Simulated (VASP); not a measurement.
Crystal: MgTe.

```
CELL_PARAMETERS angstrom
0.00000 3.22043 3.22043
3.22043 0.00000 3.22043
3.22043 3.22043 0.00000
ATOMIC_POSITIONS crystal
Mg 0.00000 0.00000 0.00000
Te 0.25000 0.25000 0.25000
```

The cell was built by a generator and needn't be a form met in nature.

Base run:

```yaml
Program: VASP 6.6.1
Functional: TB-mBJ
Potentials_or_basis: VASP PAW PBE potentials, release 64 (Mg, Te)
Cutoff: 520 eV
k_mesh: 8 × 8 × 8
Occupations: gaussian, width 0.03 eV
Spin: no spin polarisation
```

Its results: band gap on the k mesh 3.52 eV, direct.

Problem. The run is repeated on the same cell with these changes: functional from TB-mBJ to PBEsol. What comes out?

Solution. Band gap on the k mesh 2.35 eV, direct.

Caveats: spin-orbit coupling is left out, which moves the levels of the heavy elements.
